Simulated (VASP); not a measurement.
# FeSi2 (Linzhiite) (P4/mmm) in VASP: further runs

Runs on FeSi2 (Linzhiite). Level: PBEsol. Tasks: single point, relaxation of cell and atoms.

Program: VASP 6.6.1. These are calculated values, not measurements. Logs are shortened: lines on timing, memory, paths and dates and some standing lists are left out, and cuts for length are marked.

### 1 The structure

The structure is tetragonal, space group P4/mmm (No. 123). The conventional cell has a = 2.676 Å, b = 2.676 Å, c = 5.106 Å, α = 90.00°, β = 90.00°, γ = 90.00°. Fe (site symmetry 4/mmm) is surrounded by 8 Si at 2.35 Å and 4 Fe at 2.68 Å. Si (site symmetry 4mm) has 5 Si at 2.33 to 2.68 Å and 4 Fe at 2.35 Å as nearest neighbours.

### 2 Single point, PBEsol

INCAR

```
SYSTEM = FeSi2
PREC = Accurate
ENCUT = 520
EDIFF = 1E-7
ISMEAR = 0
SIGMA = 0.1
LREAL = .FALSE.
LASPH = .TRUE.
NELM = 100
ALGO = Fast
ISIF = 2
LWAVE = .FALSE.
LCHARG = .FALSE.
GGA = PS
NBANDS = 15
```

KPOINTS

```
Automatic mesh
0
G
  16 16 8
  0 0 0
```

POSCAR

```
FeSi2
1.0
    2.6762815730      0.0000000000      0.0000000000
    0.0000000000      2.6762815730      0.0000000000
    0.0000000000      0.0000000000      5.1063623743
Fe Si
1 2
Direct
    0.0000000000      0.0000000000      0.0000000000
    0.5000000000      0.5000000000      0.2719321965
    0.5000000000      0.5000000000      0.7280678035
```

Potentials or basis: VASP PAW PBE potentials, release 64 (Fe, Si).

The run is started by

```bash
cat potpaw_PBE.64/Fe/POTCAR potpaw_PBE.64/Si/POTCAR > POTCAR
mpirun -np 1 vasp_std > vasp.out
```

OUTCAR:

```text
SYSTEM = FeSi2
   PREC = Accurate
   ENCUT = 520
   EDIFF = 1E-7
   ISMEAR = 0
   LREAL = .FALSE.
   LASPH = .TRUE.
   NELM = 100
   ISIF = 2
   GGA = PS

 ion  position               nearest neighbor table
   1  0.000  0.000  0.000-   2 2.35   3 2.35   2 2.35   3 2.35   2 2.35   3 2.35   2 2.35   3 2.35

   2  0.500  0.500  0.272-   3 2.33   1 2.35   1 2.35   1 2.35   1 2.35   3 2.78
   3  0.500  0.500  0.728-   2 2.33   1 2.35   1 2.35   1 2.35   1 2.35   2 2.78

  LATTYP: Found a simple tetragonal cell.
 ALAT       =     2.6762815730
 C/A-ratio  =     1.9080064018

  Lattice vectors:

 A1 = (   2.6762815730,   0.0000000000,   0.0000000000)
 A2 = (   0.0000000000,   2.6762815730,   0.0000000000)
 A3 = (   0.0000000000,   0.0000000000,   5.1063623743)

Analysis of symmetry for initial positions (statically):
=====================================================================
 Subroutine PRICEL returns:
 Original cell was already a primitive cell.

 Routine SETGRP: Setting up the symmetry group for a
 simple tetragonal supercell.

 Subroutine GETGRP returns: Found 16 space group operations
 (whereof 16 operations were pure point group operations)
 out of a pool of 16 trial point group operations.

The static configuration has the point symmetry D_4h.

Analysis of symmetry for dynamics (positions and initial velocities):
=====================================================================
 Subroutine PRICEL returns:
 Original cell was already a primitive cell.

 Routine SETGRP: Setting up the symmetry group for a
 simple tetragonal supercell.

 Subroutine GETGRP returns: Found 16 space group operations
 (whereof 16 operations were pure point group operations)
 out of a pool of 16 trial point group operations.

The dynamic configuration has the point symmetry D_4h.

 Subroutine INISYM returns: Found 16 space group operations
 (whereof 16 operations are pure point group operations),
 and found     1 'primitive' translations

----------------------------------------------------------------------------------------

                                     Primitive cell

  volume of cell :      36.5742

  direct lattice vectors                    reciprocal lattice vectors
     2.676281573  0.000000000  0.000000000     0.373652761  0.000000000  0.000000000
     0.000000000  2.676281573  0.000000000     0.000000000  0.373652761  0.000000000
     0.000000000  0.000000000  5.106362374     0.000000000  0.000000000  0.195834124

  length of vectors
     2.676281573  2.676281573  5.106362374     0.373652761  0.373652761  0.195834124

  position of ions in fractional coordinates (direct lattice)
     0.000000000  0.000000000  0.000000000
     0.500000000  0.500000000  0.271932197
     0.500000000  0.500000000  0.728067803

  ion indices of the primitive-cell ions
   primitive index   ion index
                 1           1
                 2           2
                 3           3

----------------------------------------------------------------------------------------

 KPOINTS: Automatic mesh

Automatic generation of k-mesh.
 Grid dimensions read from file:
 generate k-points for:   16   16    8

 Generating k-lattice:

  Cartesian coordinates                     Fractional coordinates (reciprocal lattice)
     0.023353298  0.000000000  0.000000000     0.062500000  0.000000000  0.000000000
     0.000000000  0.023353298  0.000000000     0.000000000  0.062500000  0.000000000
     0.000000000  0.000000000  0.024479265     0.000000000  0.000000000  0.125000000

  Length of vectors
     0.023353298  0.023353298  0.024479265

  Shift w.r.t. Gamma in fractional coordinates (k-lattice)
     0.000000000  0.000000000  0.000000000

 Subroutine IBZKPT returns following result:
 ===========================================

 Found    225 irreducible k-points:

 Following reciprocal coordinates:
            Coordinates               Weight
  0.000000  0.000000  0.000000      1.000000
  0.062500  0.000000  0.000000      4.000000
  0.125000  0.000000  0.000000      4.000000
  0.187500  0.000000  0.000000      4.000000
  0.250000  0.000000  0.000000      4.000000
  0.312500  0.000000  0.000000      4.000000
[... 16 lines left out ...]
  0.437500  0.125000  0.000000      8.000000
  0.500000  0.125000  0.000000      4.000000
 [... further k-points ...]
   k-points           NKPTS =    225   k-points in BZ     NKDIM =    225   number of bands    NBANDS=     15
   number of dos      NEDOS =    301   number of ions     NIONS =      3
   total plane-waves  NPLWV =  16000
   dimension x,y,z NGX =    20 NGY =   20 NGZ =   40
   dimension x,y,z NGXF=    40 NGYF=   40 NGZF=   80
   ions per type =               1   2
   NGX,Y,Z   is equivalent  to a cutoff of  12.42, 12.42, 13.02 a.u.
   NGXF,Y,Z  is equivalent  to a cutoff of  24.85, 24.85, 26.05 a.u.
 SYSTEM =  FeSi2
   PREC   = accura    normal or accurate (medium, high low for compatibility)
   ISTART =      0    job   : 0-new  1-cont  2-samecut
   ICHARG =      2    charge: 1-file 2-atom 10-const
   ISPIN  =      1    spin polarized calculation?
   LNONCOLLINEAR =      F non collinear calculations
   LSORBIT =      F    spin-orbit coupling
   LASPH  =      T    aspherical Exc in radial PAW
   ENCUT  =  520.0 eV  38.22 Ry    6.18 a.u.   4.98  4.98  9.49*2*pi/ulx,y,z
   NELM   =    100;   NELMIN=  2; NELMDL= -5     # of ELM steps
   EDIFF  = 0.1E-06   stopping-criterion for ELM
   LREAL  =      F    real-space projection
   EDIFFG = 0.1E-05   stopping-criterion for IOM
   NSW    =      0    number of steps for IOM
   IBRION =     -1    ionic relax: 0-MD 1-quasi-New 2-CG
   NFREE  =      0    steps in history (QN), initial steepest desc. (CG)
   ISIF   =      2    stress and relaxation
   ISYM   =      2    0-nonsym 1-usesym 2-fastsym
   POTIM  = 0.5000    time-step for ionic-motion
   TEBEG  =    0.0;   TEEND  =   0.0 temperature during run
   PSTRESS=    0.0 pullay stress
   NELECT =      16.0000    total number of electrons
   NUPDOWN=      -1.0000    fix difference up-down
   EMIN   =  10.00;   EMAX   =-10.00  energy-range for DOS
   EFERMI =   0.00;   METHOD = LEGACY
   ISMEAR =     0;   SIGMA  =   0.10  broadening in eV -4-tet -1-fermi 0-gaus
   EFERMI_NEDOS =   21; number of points for ismear=-14 and -15
   IALGO  =     68    algorithm
   IMIX   =      4    mixing-type and parameters
     AMIX     =   0.40;   BMIX     =  1.00
     AMIX_MAG =   1.60;   BMIX_MAG =  1.00
  volume/ion in A,a.u.               =      12.19        82.27
  Fermi-wavevector in a.u.,A,eV,Ry     =   1.242767  2.348489 21.013791  1.544470
  Thomas-Fermi vector in A             =   2.377107
   LORBIT       =      0    0 simple, 1 ext, 2 COOP (PROOUT), +10 PAW based schemes
   GGA     = PS    functional components
   LHFCALC =     F    Hartree Fock is set to
   AEXX    =    0.0000 exact exchange contribution
   IVDW    =     0    specifies the selected vdW correction
   LEPSILON=     F    determine dielectric tensor
   LRPA    =     F    only Hartree local field effects (RPA)
 non-spin polarized calculation
 RMM-DIIS sequential band-by-band and
 Gauss-broadening in eV      SIGMA  =   0.10
  energy-cutoff  :      520.00
  volume of cell :       36.57
 maximum number of plane-waves:      1008
 NGX is ok and might be reduce to    20
   NGX =  9   NGY =  9   NGZ = 19

 number of electron      16.0000001 magnetization

 Free energy of the ion-electron system (eV)
  ---------------------------------------------------
  ext. energy  EPLUGINS =         0.00000000
  ---------------------------------------------------
  free energy    TOTEN  =       -21.95420867 eV

  energy without entropy =      -21.94910709  energy(sigma->0) =      -21.95165788

 E-fermi :  10.0505     XC(G=0): -12.1260

 val. band max:       10.0420004745   @ k =   0.4375   0.2500   0.0000
 cond. band min:      10.0680346428   @ k =   0.5000   0.2500   0.0000
 fundamental gap:      0.0260341682
 Fermi energy:        10.0504972236

 k-point     1 :       0.0000    0.0000    0.0000
  band No.  band energies     occupation
      1      -3.9828      2.00000
      2       0.8391      2.00000
      3       2.0046      2.00000
      4       6.4242      2.00000
      5       8.3676      2.00000
      6       8.5323      2.00000
      7       8.5323      2.00000
      8       9.4199      2.00000
      9      14.6641      0.00000
     10      14.6641      0.00000
     11      16.6207      0.00000
     12      17.1929      0.00000
     13      18.0775      0.00000
     14      18.2471      0.00000
     15      19.7552      0.00000

 k-point     2 :       0.0625    0.0000    0.0000
  band No.  band energies     occupation
      1      -3.9026      2.00000
      2       0.8951      2.00000
      3       2.0817      2.00000
      4       6.4241      2.00000
      5       8.3644      2.00000
      6       8.4609      2.00000
      7       8.5474      2.00000
      8       9.3466      2.00000
      9      13.7691      0.00000
     10      14.7765      0.00000
     11      16.7141      0.00000
     12      17.5167      0.00000
     13      17.6087      0.00000
     14      18.5242      0.00000
     15      19.7811      0.00000

 k-point     3 :       0.1250    0.0000    0.0000
  band No.  band energies     occupation
      1      -3.6633      2.00000
      2       1.0609      2.00000
      3       2.3109      2.00000
      4       6.3959      2.00000
      5       8.2577      2.00000
      6       8.3342      2.00000
      7       8.5907      2.00000
      8       9.1500      2.00000
      9      12.3173      0.00000
     10      15.0948      0.00000
     11      16.2688      0.00000
     12      17.0136      0.00000
     13      17.7117      0.00000
     14      18.8164      0.00000
     15      19.8520      0.00000
[... 343 lines left out ...]
 k-point    23 :       0.4375    0.1250    0.0000
  band No.  band energies     occupation
      1      -0.1623      2.00000
      2       2.8833      2.00000
      3       3.1287      2.00000
      4       5.2172      2.00000
      5       6.2148      2.00000
      6       7.2955      2.00000
      7       8.0684      2.00000
      8       9.2303      2.00000
      9      10.1252      0.29068
     10      11.7420      0.00000
     11      12.6829      0.00000
     12      15.1891      0.00000
     13      18.2868      0.00000
     14      19.1930      0.00000
     15      20.8762      0.00000

 k-point    24 :       0.5000    0.1250    0.0000
  band No.  band energies     occupation
      1       0.3013      2.00000
      2       2.3295      2.00000
      3       3.2790      2.00000
      4       5.4843      2.00000
      5       6.0763      2.00000
      6       7.1119      2.00000
      7       8.0943      2.00000
      8       9.2672      2.00000
      9      10.1413      0.19922
     10      11.5617      0.00000
     11      12.4237      0.00000
     12      15.3898      0.00000
     13      18.3784      0.00000
     14      18.9700      0.00000
     15      20.9738      0.00000

 [... further k-points ...]
[... 5 lines left out ...]
  --------------------------------------------------------------------------------------
  -------------------------------------------------------------------------------------
  Total        0.1004615      0.1004615      0.1148442      0.0000000      0.0000000      0.0000000
  in kB        4.4008337      4.4008337      5.0308863      0.0000000      0.0000000      0.0000000
  external PRESSURE =       4.6108513 kB  Pullay stress =       0.0000000 kB

 VOLUME and BASIS-vectors are now :
 -----------------------------------------------------------------------------
  energy-cutoff  :      520.00
  volume of cell :       36.57
      direct lattice vectors                 reciprocal lattice vectors
     2.676281573  0.000000000  0.000000000     0.373652761  0.000000000  0.000000000
     0.000000000  2.676281573  0.000000000     0.000000000  0.373652761  0.000000000
     0.000000000  0.000000000  5.106362374     0.000000000  0.000000000  0.195834124

 POSITION                                       TOTAL-FORCE (eV/Angst)
 -----------------------------------------------------------------------------------
      0.00000      0.00000      0.00000         0.000000     -0.000000      0.000000
      1.33814      1.33814      1.38858        -0.000000      0.000000      0.019009
      1.33814      1.33814      3.71778         0.000000      0.000000     -0.019009
 -----------------------------------------------------------------------------------
    total drift:                               -0.000000     -0.000000      0.000000

  FREE ENERGIE OF THE ION-ELECTRON SYSTEM (eV)
  ---------------------------------------------------
  free  energy   TOTEN  =       -21.9542086684 eV

  energy  without entropy=      -21.9491070946  energy(sigma->0) =      -21.95165788
```

Run time: 65 s. Hardware: 1 thread of AMD EPYC 9R45 (Zen 5), shared host; peak memory 0.21 GiB.

What came out:

| Item | Value |
| --- | --- |
| Free energy | -21.9542 eV |
| Pressure | 0.5 GPa |
| Largest force | 0.019 eV/Å |
| Band gap on the k mesh | none (metal or under the smearing width) |

Forces in eV/Å, atoms in the order of the input:
```
Fe   0.000  0.000  0.000
Si   0.000  0.000  0.019
Si   0.000  0.000 -0.019
```

Caveat: the PAW data sets were made with another functional, which shifts forces and pressure a little. Spin polarisation is off, so any magnetic state and its effect on volume and gap are missing.

### 3 Relaxation of cell and atoms, PBEsol

This run uses another cell than the first one, of 12.31 Å³/atom, 1.010 times its volume.

INCAR

```
SYSTEM = FeSi2
PREC = Accurate
ENCUT = 600
EDIFF = 1E-6
ISMEAR = 0
SIGMA = 0.1
LREAL = .FALSE.
LASPH = .TRUE.
NELM = 100
ALGO = Fast
ISIF = 3
LWAVE = .FALSE.
LCHARG = .FALSE.
GGA = PS
IBRION = 2
NSW = 100
EDIFFG = -0.005
```

KPOINTS

```
regular mesh
0
G
  16 16 8
  0 0 0
```

POSCAR

```
FeSi2
1.0
    2.6840000000      0.0000000000      0.0000000000
    0.0000000000      2.6840000000      0.0000000000
    0.0000000000      0.0000000000      5.1280000000
Fe Si
1 2
Direct
    0.0000000000      0.0000000000      0.0000000000
    0.5000000000      0.5000000000      0.2700000000
    0.5000000000      0.5000000000      0.7300000000
```

Potentials or basis: VASP PAW PBE potentials, release 64 (Fe, Si).

The run is started by

```bash
cat potpaw_PBE.64/Fe/POTCAR potpaw_PBE.64/Si/POTCAR > POTCAR
mpirun -np 1 vasp_std > vasp.out
```

Run time: 6.9 min. Hardware: 1 thread of AMD EPYC 9R45 (Zen 5), shared host; peak memory 0.25 GiB.

Results (log left out):

```yaml
Free_energy: -21.9542 eV
Relaxed_volume: 12.22 Å³/atom
Relaxed_cell: a = 2.678 Å, b = 2.678 Å, c = 5.110 Å, α = 90.00°, β = 90.00°, γ = 90.00°
Space_group_after_relaxing_to_0.05_Å: P4/mmm (No. 123)
Energy_gained_by_relaxing: 1.4 meV/atom
Ionic_steps: 17
Pressure_after_relaxing: 0.0 GPa
Largest_force_after_relaxing: 0.004 eV/Å
Band_gap_on_the_k_mesh: none (metal or under the smearing width)
```

Forces on the atoms (eV/Å):
```
Fe   0.000  0.000  0.000
Si   0.000  0.000 -0.004
Si   0.000  0.000  0.004
```

The path:
```csv
step,energy change (eV),largest force (eV/Å),pressure (GPa),volume (Å³)
1,0.0000,0.2891,-1.86,36.94
2,0.0006,0.0983,2.66,36.18
3,-0.0037,0.1214,0.54,36.59
4,-0.0037,0.1135,0.63,36.57
5,-0.0038,0.1136,-0.43,36.71
6,-0.0042,0.0023,-0.09,36.64
7,-0.0042,0.0016,0.09,36.64
8,-0.0042,0.0002,-0.11,36.64
9,-0.0043,0.0100,0.14,36.62
10,-0.0043,0.0060,0.19,36.62
11,-0.0043,0.0102,0.03,36.64
12,-0.0043,0.0075,0.06,36.63
13,-0.0043,0.0087,0.03,36.64
14,-0.0043,0.0089,0.22,36.64
15,-0.0043,0.0082,-0.07,36.64
16,-0.0043,0.0086,0.09,36.64
17,-0.0043,0.0043,-0.04,36.65
```

Final structure:
```
Fe Si
1.0
     2.67796    0.00000    0.00000
     0.00000    2.67796    0.00000
     0.00000    0.00000    5.10987
Fe Si
1 2
Direct
  0.00000 0.00000 0.00000
  0.50000 0.50000 0.27203
  0.50000 0.50000 0.72797
```

Levels at points of the mesh, in eV from the Fermi level:
```
           k point  band 4  band 5  band 6  band 7  band 8  band 9  band 10  band 11  band 12
(0.00, 0.00, 0.00)   -3.61   -1.68   -1.51   -1.51   -0.63    4.60     4.60     6.56     7.14
(0.50, 0.00, 0.00)   -4.49   -3.83   -3.21   -2.08   -1.10    0.10     1.49     2.29     7.95
(0.50, 0.50, 0.00)   -4.47   -4.47   -3.28   -2.28    0.18    0.53     2.59     2.96     2.96
(0.00, 0.00, 0.50)   -3.59   -2.39   -1.56   -1.56   -0.63    2.53     5.78     5.78     6.36
(0.50, 0.00, 0.50)   -6.31   -3.20   -2.46   -2.07   -1.11    0.61     2.41     4.90     4.90
(0.50, 0.50, 0.50)   -4.54   -3.29   -3.29   -1.81    0.18    0.36     0.36     1.12     2.90
```

Caveat: the PAW data sets were made with another functional, which shifts forces and pressure a little.

### 4 Single point, PBEsol

This run uses another cell than the first one, of 12.31 Å³/atom, 1.010 times its volume.

INCAR

```
SYSTEM = FeSi2
  ALGO = Fast
  EDIFF = 1E-6
  ENCUT = 520
  GGA = PS
  ISIF = 2
  ISMEAR = 0
  LASPH = .True.
  LCHARG = .False.
  LREAL = .False.
  LWAVE = .False.
  NBANDS = 15
  NELM = 100
  PREC = Accurate
  SIGMA = 0.1
```

KPOINTS

```
k-points
0
Gamma
  6 6 4
  0 0 0
```

POSCAR is that of step 3.

The run is started by

```bash
cat potpaw_PBE.64/Fe/POTCAR potpaw_PBE.64/Si/POTCAR > POTCAR
mpirun -np 1 vasp_std > vasp.out
```

Run time: 9.7 s. Hardware: 1 thread of AMD EPYC 9R45 (Zen 5), shared host; peak memory 0.12 GiB.

The run converged. Its results:

```yaml
Free_energy: -21.9549 eV
Pressure: -1.2 GPa
Largest_force: 0.334 eV/Å
Band_gap_on_the_k_mesh: none (metal or under the smearing width)
```

Forces on the atoms (eV/Å):
```
Fe   0.000  0.000  0.000
Si   0.000  0.000  0.334
Si   0.000  0.000 -0.334
```

Stress tensor (GPa, compression positive):
```
-0.74  0.00  0.00
 0.00 -0.74  0.00
 0.00  0.00 -2.01
```

Levels at points of the mesh, in eV from the Fermi level:
```tsv
k point	band 4	band 5	band 6	band 7	band 8	band 9	band 10	band 11	band 12	band 13
(0.00, 0.00, 0.00)	-3.60	-1.63	-1.51	-1.51	-0.64	4.62	4.62	6.50	7.22	8.06
(0.50, 0.00, 0.00)	-4.41	-3.79	-3.17	-2.09	-1.09	0.12	1.47	2.32	7.99	8.66
(0.50, 0.50, 0.00)	-4.40	-4.40	-3.14	-2.23	0.16	0.50	2.62	3.03	3.03	3.50
(0.00, 0.00, 0.50)	-3.58	-2.30	-1.55	-1.55	-0.64	2.49	5.72	5.72	6.44	6.81
(0.50, 0.00, 0.50)	-6.18	-3.12	-2.44	-2.08	-1.10	0.60	2.34	4.92	4.96	7.86
(0.50, 0.50, 0.50)	-4.41	-3.29	-3.29	-1.78	0.16	0.45	0.45	1.22	2.85	3.92
```

Caveat: the k mesh is coarse (spacing up to 0.39 Å⁻¹), so the values aren't converged; the PAW data sets were made with another functional, which shifts forces and pressure a little. Spin polarisation is off, so any magnetic state and its effect on volume and gap are missing.

### 5 Overview

| task | cell | k mesh | cutoff (eV) | mesh quality | gap on the mesh (eV) | pressure (GPa) | largest force (eV/Å) |
| --- | --- | --- | --- | --- | --- | --- | --- |
| single point | P4/mmm, 12.19 Å³/atom | 16 × 16 × 8 | 520 | not flagged | none | 0.5 | 0.02 |
| relaxation of cell and atoms | relaxed | 16 × 16 × 8 | 600 | not flagged | none | 0.0 | - |
| single point | P4/mmm, 12.31 Å³/atom | 6 × 6 × 4 | 520 | coarse | none | -1.2 | 0.33 |

Alike in all rows: level PBEsol; potentials or basis VASP PAW PBE potentials, release 64 (Fe, Si); no spin polarisation; smearing gaussian 0.1 eV.

Caveats: some runs use coarse meshes; the PAW data sets were made with another functional, which shifts forces and pressure a little.

Absolute energies hang on the potentials; compare differences alone.
